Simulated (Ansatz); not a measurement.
The calculation used DFT PBE, scalar-relativistic, plane waves, PAW (Ansatz 0.2.0). Settings: cutoff 420 eV, Γ-centred meshes spaced at most about 0.3 Å⁻¹ (2π included), Gaussian smearing. No spin polarisation.

All energies are static (0 K, no zero-point motion).

Task: Order these relaxed structures of BaZr2O5 by energy, lowest first, with the energy over the lowest of them.
A.

```xyz
16
Lattice="-2.0798 2.0798 13.5636 2.0798 -2.0798 13.5636 2.0798 2.0798 -13.5636" Properties=species:S:1:pos:R:3 pbc="T T T"
Ba    2.0798    0.0000    6.7818
Ba    0.0000    0.0000   13.5636
Zr    0.0000    0.0000   25.0118
Zr    0.0000    0.0000    2.1153
Zr    0.0000    2.0798    8.8971
Zr    0.0000    2.0798    4.6665
O     0.0000    0.0000    0.0000
O     2.0798    0.0000    1.8245
O     2.0798    0.0000   11.7391
O     0.0000    2.0798   11.1004
O     0.0000    2.0798    2.4632
O     0.0000    2.0798    6.7818
O     0.0000    0.0000   18.5209
O     0.0000    0.0000    8.6063
O     0.0000    0.0000   22.8085
O     0.0000    0.0000    4.3186
```

B.

```xyz
8
Lattice="2.1089 -6.7288 0.0000 2.1089 6.7288 0.0000 0.0000 0.0000 4.1271" Properties=species:S:1:pos:R:3 pbc="T T T"
Ba    2.1089    0.0000    2.0636
Zr    2.1089    4.6144    0.0000
Zr    2.1089   -4.6144    0.0000
O     0.0000    0.0000    0.0000
O     2.1089    4.8689    2.0636
O     2.1089   -4.8689    2.0636
O     2.1089   -2.4073    0.0000
O     2.1089    2.4073    0.0000
```

Result: A (0 meV/atom), B (15 meV/atom). Forms: A I4_1/amd; B Cmmm. Counting O atoms around Ba and Zr (those within 1.25 times the shortest such distance or 1.15 times the sum of covalent radii, 1.27 where that leaves under three; a plus sign parts nearer from farther groups): A has Ba 8+4, Zr 6; B has Ba 12, Zr 6. Both come from invented guesses.

Cells relaxed within their symmetry can be saddle points. Some types were kept out of the candidates beforehand, so the set may lack a known form.
